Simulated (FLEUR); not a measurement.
# CdS (Greenockite) under changes of volume

One of the cells (25.121 Å³/atom); the others are scaled copies at fixed shape and fractional positions:

```
CELL_PARAMETERS angstrom
4.15000 0.00000 0.00000
-2.07500 3.59401 0.00000
0.00000 0.00000 6.73700
ATOMIC_POSITIONS crystal
Cd 0.66667 0.33333 0.50000
Cd 0.33333 0.66667 0.00000
S 0.66667 0.33333 0.87500
S 0.33333 0.66667 0.37500
```

* Program: FLEUR MaX-R8.1 (patched build s14)
* Functional: LDA (Moruzzi-Janak-Williams)
* Potentials or basis: all-electron
* Basis: FLAPW
* Kmax: 4.35 1/bohr
* k mesh: 7 × 7 × 4
* Occupations: fermi-dirac, width 0.05 eV
* Spin: no spin polarisation

```csv
volume (Å³/atom),energy over the lowest point (meV/atom),gap on the mesh (eV)
23.614,0.35,1.04
24.116,0.00,0.99
25.121,11.55,0.90
26.126,?,?
26.628,53.26,0.77
```

What does the run at 26.126 Å³/atom give?

Energy over the lowest point 36.60 meV/atom; gap on the mesh 0.81 eV.

Worked out: A Birch-Murnaghan fit of order 2 (a polynomial in V^(-2/3)) to the other rows has its minimum at 23.90 Å³/atom with B0 = V·E''(V) = 66 GPa at fixed shape and positions, which overstates the stiffness. It gives 36.53 meV/atom at 26.126 Å³/atom, against the run's 36.60. A straight line through the other rows of the gap, of slope -2.24 eV per unit of ln V (its deformation potential), gives 0.81 eV, against the run's 0.81.

Energies are extrapolated to zero smearing.

Caveats: the plane-wave cutoff is short for the semicore states, which can make moduli rough.

Spin-orbit coupling on Cd is left out.
